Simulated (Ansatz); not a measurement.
Working through a convergence test of the plane-wave cutoff of Li2O, space group Fm-3m

Program: Ansatz 0.2.0, Python API.

Typed at the interpreter:
```pycon
>>> import ansatz
>>> KMESH = (8, 8, 8)
>>> FUNCTIONAL = "pbe"
>>> crystal = (
...     ansatz.Lattice.fcc(4.61)
...     .space_group(225)
...     .atom("Li", (0.25, 0.75, 0.75))
...     .atom("O", (0.0, 0.0, 0.0))
...     .primitive()
... )
>>> base = (
...     crystal.calculation()
...     .occupations(ansatz.OccupationsMethod.FIXED)  # no smearing
...     .kpoints(*KMESH, center="gamma")
...     .functional(FUNCTIONAL)
...     .band_table()
... )
>>> rows = []
>>> for value in [250, 350, 450, 550]:
...     summary = base.basis(value).run().report
...     rows.append((value, summary["free_energy_ev"] / len(summary["lattice"]["sites"]), summary["n_iterations"], summary["gap_by_band_count_ev"], summary["n_pw"]))
...
DeckWarning: basis.ecutwfc = 250 eV is below the records' recommended 420 eV, and the density's cutoff is lower with it unless basis.ecutrho_ratio is high enough to keep the records' density cutoff: compare with a run at a higher cutoff
DeckWarning: basis.ecutwfc = 350 eV is below the records' recommended 420 eV, and the density's cutoff is lower with it unless basis.ecutrho_ratio is high enough to keep the records' density cutoff: compare with a run at a higher cutoff
>>> print(" cutoff (eV)   F/atom (eV)    iterations  gap by band count (eV)   plane waves")
 cutoff (eV)   F/atom (eV)    iterations  gap by band count (eV)   plane waves
>>> for row in rows:
...     print(f"{str(row[0]):>12s}  {row[1]:12.5f}  {row[2]:12d}  {row[3]:22.3f}  {row[4]:12d}")
...
         250    -325.98461             6                   4.982           229
         350    -326.59079             7                   4.995           339
         450    -326.62215             6                   5.004           531
         550    -326.62258             6                   5.004           725
>>> # differences from the last row
>>> for row in rows[:-1]:
...     shift = 1000 * (row[1] - rows[-1][1])
...     print(f"{row[0]}: {shift:+.2f} meV/atom" + ("  (within 2 meV)" if abs(shift) < 2 else ""))
...
250: +637.96 meV/atom
350: +31.79 meV/atom
450: +0.43 meV/atom  (within 2 meV)
```

From 450 eV on it stays within 2 meV an atom of the value at 550 eV; the first row (250 eV) is off by 638.0 meV and the last but one by 0.43 meV. The energy falls steadily, as expected when plane waves are added.

Semilocal gaps usually lie well under measured ones. The structure is a deposited one; some such entries were measured under pressure or heat, so a shift against it needn't be the functional's error alone. Gaps and levels are Kohn-Sham values on a finite set of k-points. Warnings are shown shortened and without file and line. Shifts are counted from the last row, which is itself no proven limit. Timing: 2.2 s on 1 thread of Arm Neoverse V2, with other jobs on the host, peak memory 0.31 GiB.
